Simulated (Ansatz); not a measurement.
Crystal: Ge.

```xyz
1
Lattice="-1.6084 1.6084 1.8732 1.6084 -1.6084 1.8732 1.6084 1.6084 -1.8732" Properties=species:S:1:pos:R:3 pbc="T T T"
Ge    0.0000    0.0000    1.8732
```

The cell was built by a generator and needn't be a form met in nature.

Base run:

* Program: Ansatz 0.2.0
* Functional: BLYP
* Potentials or basis: Ansatz PAW
* Cutoff: 420 eV
* Density cutoff: 1680 eV
* k mesh: 12 × 12 × 12
* Occupations: fermi-dirac, width 0.05 eV
* Spin: no spin polarisation

Its results: band gap on the k mesh none (metal or under the smearing width); pressure 7.1 GPa.

Q: The run is repeated on the same cell with these changes: functional from BLYP to r2SCAN; cutoff from 420 eV to 500 eV; density cutoff from 1680 eV to 2000 eV. What comes out?

A: Band gap on the k mesh none (metal or under the smearing width); pressure -1.4 GPa.

Caveats: the PAW data sets come from PBE, with cores solved anew for the run's functional, which leaves a small shift of forces and pressure; the potentials were made for another functional, which shifts forces and pressure (some runs).

Not every run made on this cell is shown here.
